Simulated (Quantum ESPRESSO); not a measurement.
The system is BP.

```
P B
1.0
     0.00000    2.26900    2.26900
     2.26900    0.00000    2.26900
     2.26900    2.26900    0.00000
P B
1 1
Direct
  0.75000 0.75000 0.75000
  0.00000 0.00000 0.00000
```

* Program: Quantum ESPRESSO 7.5
* Task: phonons
* Functional: LDA
* Potentials or basis: PseudoDojo 0.4.1 SR LDA standard
* Cutoff: 1034 eV
* Density cutoff: 4136 eV
* k mesh: 8 × 8 × 8, shifted
* Occupations: fermi-dirac, width 0.05 eV
* Spin: no spin polarisation
* Form of the LDA correlation: PW92
* Mixing beta: 0.5
* Most SCF iterations: 120
* SCF threshold: 4e-10 Ry

The cell and the atoms were relaxed first, to 11.29 Å³/atom (a = 3.173 Å, b = 3.173 Å, c = 3.173 Å, α = 60.00°, β = 60.00°, γ = 60.00°), and the response was taken there.

The first run showed a gap, so the response started from a second, tighter run with fixed occupations.

Q: How polar is the lattice: what are the Born charges, the two dielectric constants and the LO-TO splitting?

A: Born charges ±0.64 e; dielectric constants 9.14 (electrons alone) and 9.30 (static); transverse and longitudinal modes at 821 and 829 cm⁻¹.
